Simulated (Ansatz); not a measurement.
**MgO (wurtzite): gap against strain (epitaxial in the xy plane)**

MgO (wurtzite), relaxed with r2SCAN in the PAW code Ansatz, then strained (epitaxial in the xy plane; changes of length per length, axes as in the cell below) with the atoms relaxed again within the symmetry that is left. The symmetry is P6_3mc (No. 186, hexagonal); a = 3.288 Å, c = 5.034 Å in the conventional setting, 11.79 Å³ an atom. Mg is surrounded by 4 O at 1.97–1.99 Å; O is surrounded by 4 Mg at 1.97–1.99 Å. Simulation only: spin-unpolarised, and no claim that this is the phase found in nature.

```
CELL_PARAMETERS angstrom
3.28822 0.00000 0.00000
-1.64411 2.84768 0.00000
0.00000 0.00000 5.03437
ATOMIC_POSITIONS crystal
Mg 0.33333 0.66667 0.99016
Mg 0.66667 0.33333 0.49016
O 0.33333 0.66667 0.38484
O 0.66667 0.33333 0.88484
```

Gaps are the least over each mesh (PBE 12×12×6, r2SCAN 12×12×6, HSE06 6×6×4 when unstrained) and the special points, which keep their unstrained names; stress is the change from the unstrained cell, compression positive.

```
strain (%)  free normal strain (%)  gap, PBE (eV)  gap, r2SCAN (eV)  gap, HSE06 (eV)  edges, HSE06  in-plane stress, r2SCAN (GPa)  energy rise, r2SCAN (meV/atom)
      -5.0                   +5.43          3.963             4.653            5.619             Γ                         +11.89                            39.6
      -4.0                   +4.57          3.957             4.645            5.608             Γ                          +8.98                            24.2
      -3.0                   +3.66          3.932             4.612            5.559             Γ                          +6.28                            12.9
      -2.0                   +2.60          3.805             4.479            5.424             Γ                          +3.88                             5.4
      -1.0                   +1.42          3.679             4.349            5.289             Γ                          +1.76                             1.3
       0.0                    0.00          3.556             4.223            5.158             Γ                           0.00                             0.0
      +1.0                   -2.00          3.443             4.105            5.036             Γ                          -0.99                             0.8
     +1.65                   -4.42          3.384             4.045            4.971             Γ                          -0.24                             1.6
```

Q: Estimate the row for a strain of +1.5 %.

A:
```
strain (%)  free normal strain (%)  gap, PBE (eV)  gap, r2SCAN (eV)  gap, HSE06 (eV)  edges, HSE06  in-plane stress, r2SCAN (GPa)  energy rise, r2SCAN (meV/atom)
      +1.5                   -3.62          3.394             4.055            4.983             Γ                          -0.73                             1.5
```

Between zero and the nearest strains the slope of the HSE06 gap against strain is -0.131 eV per percent for negative and -0.123 for positive strain.

The meshes of the hybrids are coarse, so their gaps aren't converged to the digits shown.
